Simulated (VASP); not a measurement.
Crystal: Se.

```xyz
1
Lattice="-1.7034 1.7034 1.7034 1.7034 -1.7034 1.7034 1.7034 1.7034 -1.7034" Properties=species:S:1:pos:R:3 pbc="T T T"
Se    0.0000    0.0000    0.0000
```

This isn't the form of Se at room conditions, which is trigonal, of chains.

* Program: VASP 6.6.1
* Task: relaxation of cell and atoms
* Functional: PBE
* Potentials or basis: VASP PAW PBE potentials, release 64 (Se)
* Cutoff: 600 eV
* k mesh: 18 × 18 × 18
* Occupations: gaussian, width 0.1 eV
* Spin: no spin polarisation

At the start: pressure 2.2 GPa; volume 19.77 Å³/atom.

**Question.** Where does the relaxation end?

**Answer.** Over 3 steps the energy falls by 3.8 meV/atom and the volume is 20.34 Å³/atom (+2.9 %); space group Im-3m (No. 229, to 0.05 Å).

The path:
| step | energy change (eV) | largest force (eV/Å) | pressure (GPa) | volume (Å³) |
| --- | --- | --- | --- | --- |
| 1 | 0.0000 | 0.0000 | 2.18 | 19.77 |
| 2 | -0.0033 | 0.0000 | -0.70 | 20.55 |
| 3 | -0.0038 | 0.0000 | 0.01 | 20.34 |

Final structure:
```yaml
crystal:
  lattice:
    - [-1.71972, 1.71972, 1.71972]
    - [1.71972, -1.71972, 1.71972]
    - [1.71972, 1.71972, -1.71972]
  atoms:
    - { symbol: Se, position: [0.00000, 0.00000, 0.00000] }
```
